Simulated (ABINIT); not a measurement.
# AlN (P6_3mc) in ABINIT: further runs, part 2 of 2

ABINIT 10.8.3 (patched build).

## Step 3: Single point, PBE, 10.45 Å³/atom (shear strain of -4 %)

run.abi reads:

```
# Pseudopotentials
pp_dirpath "./"
pseudos "Al.GGA_PBE-JTH.xml, N.GGA_PBE-JTH.xml"

# Structure
acell 3*1.0 Angstrom
rprim
     3.1130000000    -0.0622600000     0.0000000000
    -1.6104187416     2.7270670820     0.0000000000
     0.0000000000     0.0000000000     4.9810000000
ntypat 2
znucl 13 7
natom 4
typat 1 1 2 2
xred
     0.6666666667     0.3333333333     0.5000000000
     0.3333333333     0.6666666667     0.0000000000
     0.6666666667     0.3333333333     0.8800000000
     0.3333333333     0.6666666667     0.3800000000
chkprim 0
chksymtnons 0
tolsym 1.0e-6

# Plane-wave basis
ecut 26.0
pawecutdg 48.0
pawxcdev 0

# k points
kptopt 1
ngkpt 10 10 6
nshiftk 1
shiftk 0.0 0.0 0.0

# Exchange and correlation
ixc 11

# Bands and occupations
nband 12
occopt 3
tsmear 0.05 eV

# SCF cycle
nstep 100
tolvrs 1.0e-9

# Output
iomode 3
prtwf 0
prteig 0
prtebands 0
enunit 2
prtden 1
prtvha 1
prtvclmb 1
prtpot 1
```

Potentials or basis: JTH PAW PBE v2.0.

Command:

```bash
$ abinit run.abi > log 2>&1
```

It took 2.6 min on 1 thread of Arm Neoverse V1, shared host; peak memory 0.22 GiB.

Results (log left out):

| Quantity | Value |
| --- | --- |
| Free energy | -665.8537 eV |
| Pressure | 4.5 GPa |
| Largest force | 0.444 eV/Å |
| Band gap on the k mesh | 4.19 eV, direct |
| Valence electrons inside the program's atomic spheres | Al 0.90; N 2.62 |

## Step 4: Band structure, PBE

run.abi reads:

```
# Datasets: ground state, then fixed potential
ndtset 2

# Pseudopotentials
pp_dirpath "./"
pseudos "Al.GGA_PBE-JTH.xml, N.GGA_PBE-JTH.xml"

# Structure
acell 3*1.0 Angstrom
rprim
     3.1130000000     0.0000000000     0.0000000000
    -1.5565000000     2.6959370820     0.0000000000
     0.0000000000     0.0000000000     4.9810000000
ntypat 2
znucl 13 7
natom 4
typat 1 1 2 2
xred
     0.6666666667     0.3333333333     0.5000000000
     0.3333333333     0.6666666667     0.0000000000
     0.6666666667     0.3333333333     0.8800000000
     0.3333333333     0.6666666667     0.3800000000

# Plane-wave basis
ecut 31.0
pawecutdg 53.0
pawxcdev 0

# Exchange and correlation
ixc 11

# Bands and occupations
occopt 3
tsmear 0.05 eV

# SCF cycle
nstep 100

# Output
iomode 3
prtwf 0
prteig 0
prtebands 0
enunit 1
prtden1 1
prtvha1 1
prtvclmb1 1
prtpot1 1

# Dataset 1
kptopt1 1
ngkpt1 10 10 6
nshiftk1 1
shiftk1 0.0 0.0 0.0
nband1 12
tolvrs1 1.0e-9

# Dataset 2: bands along G-M-K-G-A-L-H-A
iscf2 -2
getden2 1
nband2 18
nbdbuf2 4
tolwfr2 1.0e-11
kptopt2 -7
ndivsm2 5
prteig2 1
kptbounds2
     0.0000000000     0.0000000000     0.0000000000
     0.5000000000     0.0000000000     0.0000000000
     0.3333333333     0.3333333333     0.0000000000
     0.0000000000     0.0000000000     0.0000000000
     0.0000000000     0.0000000000     0.5000000000
     0.5000000000     0.0000000000     0.5000000000
     0.3333333333     0.3333333333     0.5000000000
     0.0000000000     0.0000000000     0.5000000000
```

Potentials or basis: JTH PAW PBE v2.0.

Command:

```bash
$ abinit run.abi > log 2>&1
```

run.abo:

```text
.Version 10.8.3 of ABINIT
 DATASET    1 : space group P6_3 m c (#186); Bravais hP (primitive hexag.)
================================================================================
 Values of the parameters that define the memory need for DATASET  1.
     intxc =       0    ionmov =       0      iscf =      17    lmnmax =       8
     lnmax =       4     mgfft =      48  mpssoang =       2    mqgrid =    3085
     natom =       4  nloc_mem =       2    nspden =       1   nspinor =       1
    nsppol =       1      nsym =      12    n1xccc =       1    ntypat =       2
    occopt =       3   xclevel =       2
       mpw =        2352          nfft =       43200          nkpt =          56
 PAW method is used; the additional fine FFT grid is defined by:
   mgfftf=        64    nfftf =    102400
================================================================================
================================================================================

 DATASET    2 : space group P6_3 m c (#186); Bravais hP (primitive hexag.)
================================================================================
 Values of the parameters that define the memory need for DATASET  2.
     intxc =       0    ionmov =       0      iscf =      -2    lmnmax =       8
     lnmax =       4     mgfft =      48  mpssoang =       2    mqgrid =    3085
     natom =       4  nloc_mem =       2    nspden =       1   nspinor =       1
    nsppol =       1      nsym =      12    n1xccc =       1    ntypat =       2
[... 998 lines left out ...]
  -6.93453   -6.93453    3.86256    3.86256    6.32346    6.32346    6.59188    6.59188
  14.00965   14.00965   16.86452   16.86452   18.94310   18.94310   19.03108   19.03108
  24.20477   24.48393
 kpt#  55, nband= 18, wtk=  1.00000, kpt=  0.0303  0.0303  0.5000 (reduced coord)
  -7.02497   -7.02497    3.89781    3.89781    6.60129    6.60129    6.68226    6.68226
  13.77976   13.77976   17.30867   17.30867   18.77108   18.77108   18.81256   18.81256
  24.63352   24.76110
 kpt#  56, nband= 18, wtk=  1.00000, kpt=  0.0000  0.0000  0.5000 (reduced coord)
  -7.05562   -7.05562    3.90487    3.90487    6.71193    6.71193    6.71193    6.71193
  13.67990   13.67990   17.55150   17.55150   18.68656   18.68656   18.68656   18.68656
  25.08683   25.11895

== END DATASET(S) ==============================================================
================================================================================

 -outvars: echo values of variables after computation  --------
            acell      1.8897261259E+00  1.8897261259E+00  1.8897261259E+00 Bohr
           etotal1    -2.4471096627E+01
            fcart1     4.5772132611E-29  1.3213276542E-28 -2.5408037228E-03
                       4.5772132611E-29  1.3213276542E-28 -2.5408037228E-03
                      -1.3731639783E-28 -1.8498587159E-28  2.5408037228E-03
                       4.5772132611E-29 -7.9279659252E-29  2.5408037228E-03
            rprim      3.1130000000E+00  0.0000000000E+00  0.0000000000E+00
                      -1.5565000000E+00  2.6959370820E+00  0.0000000000E+00
                       0.0000000000E+00  0.0000000000E+00  4.9810000000E+00
           strten1    -1.2186345593E-04 -1.2186345593E-04 -1.7676429756E-04
                       0.0000000000E+00  0.0000000000E+00  0.0000000000E+00
           xangst      1.5565000000E+00  8.9864569400E-01  2.4905000000E+00
                       2.0731891839E-17  1.7972913880E+00  0.0000000000E+00
                       1.5565000000E+00  8.9864569400E-01  4.3832800000E+00
                       2.0731891839E-17  1.7972913880E+00  1.8927800000E+00
             xred      6.6666666667E-01  3.3333333333E-01  5.0000000000E-01
                       3.3333333333E-01  6.6666666667E-01  0.0000000000E+00
                       6.6666666667E-01  3.3333333333E-01  8.8000000000E-01
                       3.3333333333E-01  6.6666666667E-01  3.8000000000E-01
 Calculation completed.
```

It took 64 s on 1 thread of Arm Neoverse V2, shared host; peak memory 0.15 GiB.

Results:

| Quantity | Value |
| --- | --- |
| Free energy | -665.8925 eV |
| Pressure | 4.1 GPa |
| Largest force | 0.131 eV/Å |
| Band gap on the k mesh | 4.20 eV, direct |
| Band gap along the path | 4.20 eV, direct |
| Valence electrons inside the program's atomic spheres | Al 0.90; N 2.63 |

Forces on the atoms (eV/Å):
```
Al   0.000  0.000 -0.131
Al   0.000  0.000 -0.131
N    0.000  0.000  0.131
N    0.000  0.000  0.131
```

Levels at the corners of the path, in eV from the valence-band top:
| point | band 6 | band 7 | band 8 | band 9 | band 10 | band 11 |
| --- | --- | --- | --- | --- | --- | --- |
| Γ | -0.18 | -0.18 | 0.00 | 4.20 | 6.64 | 10.60 |
| M | -2.07 | -1.77 | -0.66 | 5.81 | 5.81 | 8.18 |
| K | -2.42 | -2.38 | -2.38 | 5.05 | 8.37 | 9.68 |
| Γ | -0.18 | -0.18 | 0.00 | 4.20 | 6.64 | 10.60 |
| A | -0.52 | -0.52 | -0.52 | 6.45 | 6.45 | 10.32 |
| L | -1.44 | -1.35 | -1.35 | 5.31 | 5.31 | 9.27 |
| H | -3.84 | -0.78 | -0.78 | 7.43 | 7.43 | 7.85 |
| A | -0.52 | -0.52 | -0.52 | 6.45 | 6.45 | 10.32 |

## Step 5: How close it comes

Step 4. Measured gap of AlN: 6.0343 eV (an exciton energy, a little under the gap; 0 K; quoted in “Structural and optical properties of self-assembled AlN nanowires grown on SiO2/Si substrates by molecular beam epitaxy”, 2024, arxiv:2402.00216). This calculation gives 4.20 eV (-1.83 eV). 2 values of this kind are on record (6.034 to 6.0343 eV); this one was drawn at random. The value is that of PBE, without temperature or zero-point motion. Semilocal functionals fall short of measured gaps as a rule.
